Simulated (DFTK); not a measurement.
The system is MgO.

```xyz
2
Lattice="0.0000 2.0970 2.0970 2.0970 0.0000 2.0970 2.0970 2.0970 0.0000" Properties=species:S:1:pos:R:3 pbc="T T T"
Mg    0.0000    0.0000    0.0000
O     2.0970    2.0970    2.0970
```

The cell is a database's computed one.

Base run:

```yaml
Program: DFTK 0.8.2
Functional: PBEsol
Potentials_or_basis: SG15 1.2 (PBE)
Cutoff: 1225 eV
k_mesh: 11 × 11 × 11
Occupations: fermi-dirac, width 0.05 eV
Spin: no spin polarisation
```

Its results: band gap on the k mesh 4.74 eV, direct; pressure 3.5 GPa.

Problem. The run is repeated on the same cell with these changes: functional from PBEsol to r2SCAN. What comes out?

Solution. Band gap on the k mesh 5.66 eV, direct; pressure 2.5 GPa.

r2SCAN gives the wider gap, since meta-GGAs in the generalised Kohn-Sham scheme recover part of the derivative discontinuity.

Caveats: the potentials were made for another functional, which shifts forces and pressure.
